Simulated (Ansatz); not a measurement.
## MgS: smallest direct gap on path and band gap against volume per atom

All results are calculated (Ansatz 0.2.0). Periodic Kohn-Sham DFT of a crystal at fixed atoms; Kohn-Sham levels at symmetry points; band -1 is the highest filled and +1 the lowest empty one at that point, spin up along a +z start moment.

Cell of the first row (space group Fm-3m, No. 225):
```
MgS
1.0
      0.0000     2.5485     2.5485
      2.5485     0.0000     2.5485
      2.5485     2.5485     0.0000
Mg S
1 1
Direct
  0.00000 0.00000 0.00000
  0.50000 0.50000 0.50000
```

Settings of every row: method all-electron LAPW; functional PBE; relativity scalar; k mesh 8x8x8; filling fermi-dirac; smearing width 0.01 eV; basis error target 0.25 meV/atom; nucleus gaussian.

Atom start moment: 0 on all atoms.

Limits: semilocal functionals tend to give too small a gap.

```csv
row,volume per atom (Å³),smallest direct gap on path (eV),band gap (eV)
1,16.553,4.225,2.916
2,16.905,4.048,2.872
3,17.257,3.879,2.829
4,17.433,?,?
5,17.609,3.718,2.787
6,17.786,3.64,2.765
7,17.962,3.564,2.744
8,18.314,3.417,2.702
9,18.666,3.276,2.66
```

Question: what smallest direct gap on path and band gap should row 4 give?

Worked fit of smallest direct gap on path. Take t = volume per atom − 18, in Å³. The shown rows have t = -1.447, -1.095, -0.743, -0.391, -0.214, -0.038, 0.314, 0.666. Least squares give smallest direct gap on path = 3.5472 − 0.4258 × t + 0.02916 × t² eV; a straight line predicts inner rows, each left out in turn, worse (root mean square 0.01 against 0.00066 eV). The rows lie off it by 0.001, 0.000, -0.001, 0.000, 0.000, 0.001, 0.001, -0.001. The withheld row has t = -0.567, so the fit gives 3.5472 − 0.4258 × (-0.567) + 0.02916 × (-0.567)² = 3.798 eV.

The calculation gave 3.798 eV. The fit meets it to the printed digit.

Worked fit of band gap. Take t = volume per atom − 18, in Å³. The shown rows have t = -1.447, -1.095, -0.743, -0.391, -0.214, -0.038, 0.314, 0.666. Their means are -0.3685 and 2.7844 eV; the sums about the means are S_tt = 3.501 and S_ty = -0.4236, whose ratio is the slope. Least squares give band gap = 2.7398 − 0.121 × t eV. The rows lie off it by 0.001, 0.000, -0.001, 0.000, -0.001, 0.000, 0.000, 0.001. The withheld row has t = -0.567, so the fit gives 2.7398 − 0.121 × (-0.567) = 2.808 eV.

The calculation gave 2.808 eV. The fit meets it to the printed digit.
